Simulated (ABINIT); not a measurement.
## C in ABINIT: convergence with smearing width

The system is C, a slab with vacuum.

```
C
1.0
     2.45617    0.00000    0.00000
    -1.22809    2.12711    0.00000
     0.00000    0.00000    8.52380
C
2
Direct
  0.66667 0.33333 0.00000
  0.33333 0.66667 0.00000
```

* Program: ABINIT 10.8.3 (patched build)
* Task: single point
* Functional: LDA
* Potentials or basis: PseudoDojo NC SR PBEsol v0.4.1 standard
* Cutoff: 1116 eV
* k mesh: 12 × 12 × 3
* Occupations: gaussian, width 0.272 eV
* Spin: no spin polarisation

These are the settings of the first run; the series varies smearing width, with any setting tied to it.

Hardware: 1 thread of Arm Neoverse V2 (shared host).

**Question.** The values tried are 0.272 eV, 0.2 eV, 0.136 eV, 0.1 eV, 0.05 eV, 0.025 eV, 0.01 eV, loosest first. From which on does the energy stay within 1 meV/atom of the tightest run that finished?

**Answer.** From 0.2 eV on.

```
smearing width  energy less the tightest run, at zero smearing (meV/atom)  SCF cycles  CPU time (s)  peak memory (GiB)
      0.272 eV                                                      -1.03          11            25               0.08
        0.2 eV                                                      -0.74          11            25               0.09
      0.136 eV                                                      -0.49          11            25               0.08
        0.1 eV                                                      -0.35          11            25               0.09
       0.05 eV                                                      -0.16          11            25               0.09
      0.025 eV                                                      -0.06          11            25               0.09
       0.01 eV                                                       0.00          11            26               0.09
```

Narrower smearing needs a denser k mesh, so at a fixed mesh the narrowest width isn't the most accurate. The tightest run that finished is the yardstick and may itself not be fully converged.
